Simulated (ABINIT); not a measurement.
# Al (Fm-3m) in ABINIT: a series of runs, part 2 of 2

ABINIT 10.8.3 (patched build).

### Step 3. Equation of state, BP86+D2

run.abi reads:

```
ndtset 7
getwfk -1
scalecart1 3*0.9795861087
scalecart2 3*0.9864848297
scalecart3 3*0.9932883884
scalecart4 3*1.0000000000
scalecart5 3*1.0066227096
scalecart6 3*1.0131594038
scalecart7 3*1.0196128224

pp_dirpath "./"
pseudos "Al.GGA_PBE-JTH.xml"

acell 3*1.0 Angstrom
rprim
     0.0000000000     2.0248050000     2.0248050000
     2.0248050000     0.0000000000     2.0248050000
     2.0248050000     2.0248050000     0.0000000000
ntypat 1
znucl 13
natom 1
typat 1
xred
     0.0000000000     0.0000000000     0.0000000000

ecut 20.0
pawecutdg 40.0

kptopt 1
ngkpt 11 11 11
nshiftk 1
shiftk 0.0 0.0 0.0

ixc -106132
vdw_xc 5

nband 6
occopt 3
tsmear 0.05 eV

nstep 100
tolvrs 1.0e-9

iomode 3
prtwf 1
prtden 0
prteig 0
prtebands 0
enunit 2
```

Potentials or basis: JTH PAW PBE v2.0.

Started as:

```sh
$ abinit run.abi > log 2>&1
```

run.abo:

```text
.Version 10.8.3 of ABINIT
 DATASET    1 : space group Fm -3 m (#225); Bravais cF (face-center cubic)
================================================================================
 Values of the parameters that define the memory need for DATASET  1.
     intxc =       0    ionmov =       0      iscf =      17    lmnmax =       8
     lnmax =       4     mgfft =      24  mpssoang =       2    mqgrid =    3001
     natom =       1  nloc_mem =       2    nspden =       1   nspinor =       1
    nsppol =       1      nsym =      48    n1xccc =       1    ntypat =       1
    occopt =       3   xclevel =       2
       mpw =         462          nfft =       13824          nkpt =          56
 PAW method is used; the additional fine FFT grid is defined by:
   mgfftf=        32    nfftf =     32768
================================================================================
================================================================================
[... 71 lines left out ...]
 DATASET    7 : space group Fm -3 m (#225); Bravais cF (face-center cubic)
================================================================================
 Values of the parameters that define the memory need for DATASET  7.
     intxc =       0    ionmov =       0      iscf =      17    lmnmax =       8
     lnmax =       4     mgfft =      24  mpssoang =       2    mqgrid =    3001
     natom =       1  nloc_mem =       2    nspden =       1   nspinor =       1
    nsppol =       1      nsym =      48    n1xccc =       1    ntypat =       1
    occopt =       3   xclevel =       2
       mpw =         532          nfft =       13824          nkpt =          56
 PAW method is used; the additional fine FFT grid is defined by:
   mgfftf=        32    nfftf =     32768
================================================================================
================================================================================

--------------------------------------------------------------------------------
------------- Echo of variables that govern the present computation ------------
--------------------------------------------------------------------------------
 -outvars: echo values of preprocessed input variables --------
            acell      1.8897261259E+00  1.8897261259E+00  1.8897261259E+00 Bohr
              amu      2.69815390E+01
             ecut      2.00000000E+01 Hartree
           enunit           2
           getwfk          -1
                       outvar_i_n : Printing only first  50 k-points.
              ixc     -106132
           jdtset        1    2    3    4    5    6    7
                       outvar_i_n : Printing only first  50 k-points.
         kptrlatt       11    0    0      0   11    0      0    0   11
          kptrlen1     5.83085676E+01
          kptrlen2     5.87192048E+01
          kptrlen3     5.91241777E+01
          kptrlen4     5.95236775E+01
          kptrlen5     5.99178855E+01
          kptrlen6     6.03069736E+01
          kptrlen7     6.06911048E+01
            natom           1
            nband           6
           ndtset           7
            ngfft          24      24      24
          ngfftdg          32      32      32
             nkpt          56
            nstep         100
             nsym          48
           ntypat           1
                       prtocc : prtvol=0, do not print more k-points.
           occopt           3
        pawecutdg      4.00000000E+01 Hartree
         pawxcdev           0
           prtden           0
        prtebands           0
           prteig           0
            rprim1     0.0000000000E+00  1.9834708508E+00  1.9834708508E+00
                       1.9834708508E+00  0.0000000000E+00  1.9834708508E+00
                       1.9834708508E+00  1.9834708508E+00  0.0000000000E+00
            rprim2     0.0000000000E+00  1.9974394156E+00  1.9974394156E+00
                       1.9974394156E+00  0.0000000000E+00  1.9974394156E+00
                       1.9974394156E+00  1.9974394156E+00  0.0000000000E+00
            rprim3     0.0000000000E+00  2.0112152953E+00  2.0112152953E+00
                       2.0112152953E+00  0.0000000000E+00  2.0112152953E+00
                       2.0112152953E+00  2.0112152953E+00  0.0000000000E+00
            rprim4     0.0000000000E+00  2.0248050000E+00  2.0248050000E+00
                       2.0248050000E+00  0.0000000000E+00  2.0248050000E+00
                       2.0248050000E+00  2.0248050000E+00  0.0000000000E+00
            rprim5     0.0000000000E+00  2.0382146955E+00  2.0382146955E+00
                       2.0382146955E+00  0.0000000000E+00  2.0382146955E+00
                       2.0382146955E+00  2.0382146955E+00  0.0000000000E+00
            rprim6     0.0000000000E+00  2.0514502266E+00  2.0514502266E+00
                       2.0514502266E+00  0.0000000000E+00  2.0514502266E+00
                       2.0514502266E+00  2.0514502266E+00  0.0000000000E+00
            rprim7     0.0000000000E+00  2.0645171409E+00  2.0645171409E+00
                       2.0645171409E+00  0.0000000000E+00  2.0645171409E+00
                       2.0645171409E+00  2.0645171409E+00  0.0000000000E+00
          spgroup         225
           tolvrs      1.00000000E-09
           tsmear      1.83746611E-03 Hartree
            typat      1
           useylm           1
           vdw_xc           5
                       outvars : Printing only first  50 k-points.
            znucl       13.00000

================================================================================

 chkinp: Checking input parameters for consistency, jdtset=   1.

 chkinp: Checking input parameters for consistency, jdtset=   2.
[... 42 lines left out ...]
 getcut: wavevector=  0.0000  0.0000  0.0000  ngfft=  32  32  32
         ecut(hartree)=     40.000   => boxcut(ratio)=   2.12039

--- Pseudopotential description ------------------------------------------------
- pspini: atom type   1  psp file is ./Al.GGA_PBE-JTH.xml
 Pseudopotential format is: paw10
 basis_size (lnmax)=  4 (lmn_size=  8), orbitals=   0   0   1   1
 Spheres core radius: rc_sph= 1.90363307
 Shapefunction is SIN type: shapef(r)=[sin(pi*r/rshp)/(pi*r/rshp)]**2
 Radius for shape functions =  1.60786206
 Compensation charge density is not taken into account in XC energy/potential

  -1.09563711E+01                                ecore*ucvol(ha*bohr**3)
--------------------------------------------------------------------------------

================================================================================

--- !BeginCycle
iteration_state: {dtset: 1, }
solver: {iscf: 17, nstep: 100, nline: 4, wfoptalg: 10, }
tolerances: {tolvrs: 1.00E-09, }
...
[... 1187 lines left out ...]
-Cartesian components of stress tensor (GPa)         [Pressure= -4.1102E+00 GPa]
- sigma(1 1)=  4.11020715E+00  sigma(3 2)=  0.00000000E+00
- sigma(2 2)=  4.11020715E+00  sigma(3 1)=  0.00000000E+00
- sigma(3 3)=  4.11020715E+00  sigma(2 1)=  0.00000000E+00

== END DATASET(S) ==============================================================
================================================================================

 -outvars: echo values of variables after computation  --------
            acell      1.8897261259E+00  1.8897261259E+00  1.8897261259E+00 Bohr
           etotal1    -2.1083983165E+00
           etotal2    -2.1085373432E+00
           etotal3    -2.1085684330E+00
           etotal4    -2.1085042574E+00
           etotal5    -2.1083568263E+00
           etotal6    -2.1081365290E+00
           etotal7    -2.1078536501E+00
            fcart1    -0.0000000000E+00 -0.0000000000E+00 -0.0000000000E+00
            fcart2    -0.0000000000E+00 -0.0000000000E+00 -0.0000000000E+00
            fcart3    -0.0000000000E+00 -0.0000000000E+00 -0.0000000000E+00
            fcart4    -0.0000000000E+00 -0.0000000000E+00 -0.0000000000E+00
            fcart5    -0.0000000000E+00 -0.0000000000E+00 -0.0000000000E+00
            fcart6    -0.0000000000E+00 -0.0000000000E+00 -0.0000000000E+00
            fcart7    -0.0000000000E+00 -0.0000000000E+00 -0.0000000000E+00
            rprim1     0.0000000000E+00  1.9834708508E+00  1.9834708508E+00
                       1.9834708508E+00  0.0000000000E+00  1.9834708508E+00
                       1.9834708508E+00  1.9834708508E+00  0.0000000000E+00
[... 17 lines left out ...]
                       2.0645171409E+00  2.0645171409E+00  0.0000000000E+00
           strten1    -8.6986746666E-05 -8.6986746666E-05 -8.6986746666E-05
                       0.0000000000E+00  0.0000000000E+00  0.0000000000E+00
           strten2    -3.5605239888E-05 -3.5605239888E-05 -3.5605239888E-05
                       0.0000000000E+00  0.0000000000E+00  0.0000000000E+00
           strten3     9.5715446520E-06  9.5715446520E-06  9.5715446520E-06
                       0.0000000000E+00  0.0000000000E+00  0.0000000000E+00
           strten4     4.9170152519E-05  4.9170152519E-05  4.9170152519E-05
                       0.0000000000E+00  0.0000000000E+00  0.0000000000E+00
           strten5     8.3730947230E-05  8.3730947230E-05  8.3730947230E-05
                       0.0000000000E+00  0.0000000000E+00  0.0000000000E+00
           strten6     1.1375529241E-04  1.1375529241E-04  1.1375529241E-04
                       0.0000000000E+00  0.0000000000E+00  0.0000000000E+00
           strten7     1.3970310141E-04  1.3970310141E-04  1.3970310141E-04
                       0.0000000000E+00  0.0000000000E+00  0.0000000000E+00
 Calculation completed.
```

Run time: 25 s. Hardware: 1 thread of Arm Neoverse V1, shared host; peak memory 0.11 GiB.

What came out:

```
Equilibrium volume                      : 16.21 Å³/atom
Bulk modulus                            : 62 GPa
Pressure derivative of the bulk modulus : 5.5
```

Energy against volume, from the lowest point:
```csv
volume (Å³/atom),energy (meV/atom)
15.607,4.63
15.939,0.85
16.271,0.00
16.603,1.75
16.935,5.76
17.267,11.75
17.599,19.45
```

Caveat: pressures at fixed basis lie under the slope of the energies; the PAW data sets were made with another functional, which shifts forces and pressure a little.

### Step 4. Band structure, BP86

run.abi reads:

```
ndtset 2

pp_dirpath "./"
pseudos "Al.upf"

acell 3*1.0 Angstrom
rprim
     0.0000000000     2.0248050000     2.0248050000
     2.0248050000     0.0000000000     2.0248050000
     2.0248050000     2.0248050000     0.0000000000
ntypat 1
znucl 13
natom 1
typat 1
xred
     0.0000000000     0.0000000000     0.0000000000

ecut 544.227725 eV

ixc -106132

occopt 3
tsmear 0.00183747

nstep 100

iomode 3
prtwf 0
prteig 0
prtebands 0
enunit 1
prtden1 1

kptopt1 1
ngkpt1 11 11 11
nshiftk1 1
shiftk1 0.0 0.0 0.0
nband1 6
tolvrs1 1.0e-10

iscf2 -2
getden2 1
nband2 10
nbdbuf2 2
tolwfr2 1.0e-12
kptopt2 -9
ndivsm2 5
prteig2 1
prtvol2 -3
kptbounds2
     0.0000000000     0.0000000000     0.0000000000
     0.5000000000     0.0000000000     0.5000000000
     0.5000000000     0.2500000000     0.7500000000
     0.3750000000     0.3750000000     0.7500000000
     0.0000000000     0.0000000000     0.0000000000
     0.5000000000     0.5000000000     0.5000000000
     0.6250000000     0.2500000000     0.6250000000
     0.5000000000     0.2500000000     0.7500000000
     0.5000000000     0.5000000000     0.5000000000
     0.3750000000     0.3750000000     0.7500000000
```

Potentials or basis: PseudoDojo NC SR PBE v0.4.1 standard.

Started as:

```sh
$ abinit run.abi > log 2>&1
```

Run time: 9.7 s. Hardware: 1 thread of Arm Neoverse V1, shared host; peak memory 0.11 GiB.

It converged, with:

| Item | Value |
| --- | --- |
| Free energy | -63.2177 eV |
| Pressure | 0.8 GPa |
| Band gap on the k mesh | none (metal or under the smearing width) |
| Valence electrons inside the program's atomic spheres | Al 0.87 (radii [1.0584] Å) |

Levels at the corners of the path, in eV from the Fermi level:
```
point  band 1  band 2  band 3  band 4  band 5
    Γ  -11.11   12.54   12.54   12.54   13.96
    X   -2.93   -1.60    5.23    5.53    5.53
    W   -0.86   -0.86    0.21    1.02   15.72
    K   -1.90   -1.36   -0.43    6.50    8.15
    Γ  -11.11   12.54   12.54   12.54   13.96
    L   -4.57   -4.40   11.27   11.27   11.42
    U   -1.90   -1.36   -0.43    6.50    8.15
    W   -0.86   -0.86    0.21    1.02   15.72
    L   -4.57   -4.40   11.27   11.27   11.42
    K   -1.90   -1.36   -0.43    6.50    8.15
```

Caveat: the potentials were made for another functional, which shifts forces and pressure.

### Step 5. Summary

| task | level | potentials or basis | cutoff (eV) | fine-grid cutoff | gap on the mesh (eV) | pressure (GPa) |
| --- | --- | --- | --- | --- | --- | --- |
| band structure | r2SCAN | JTH PAW LDA v2.0 | 653 | 1251.72 eV | none | -3.7 |
| equation of state | BP86+D2 | JTH PAW PBE v2.0 | 544 | 1088.46 eV | - | - |
| band structure | BP86 | PseudoDojo NC SR PBE v0.4.1 standard | 544 | - | none | 0.8 |

Alike in all rows: no spin polarisation; cell as given; k mesh 11 × 11 × 11; smearing fermi-dirac 0.05 eV.

Caveats: the PAW data sets were made with another functional, which shifts forces and pressure a little (some runs); totals of a meta-GGA on PAW files have another zero than those of a GGA (some runs); pressures at fixed basis lie under the slope of the energies (some runs); the potentials were made for another functional, which shifts forces and pressure (some runs).

Absolute energies hang on the potentials; compare differences alone.

### Step 6. Against experiment

Step 3. A measured bulk modulus of Al is 76.9 GPa (quoted in “The interpretation of polycrystalline coherent inelastic neutron scattering from aluminium”, 2013, pmc:3831299); the calculated 62 GPa misses it by -18.8 %. The fit is for a static lattice scaled at fixed shape and fixed fractional positions. The cell as given is a measured one (16.60 Å³/atom); BP86+D2 puts the equilibrium volume -2.4 % from it, thermal expansion not counted.
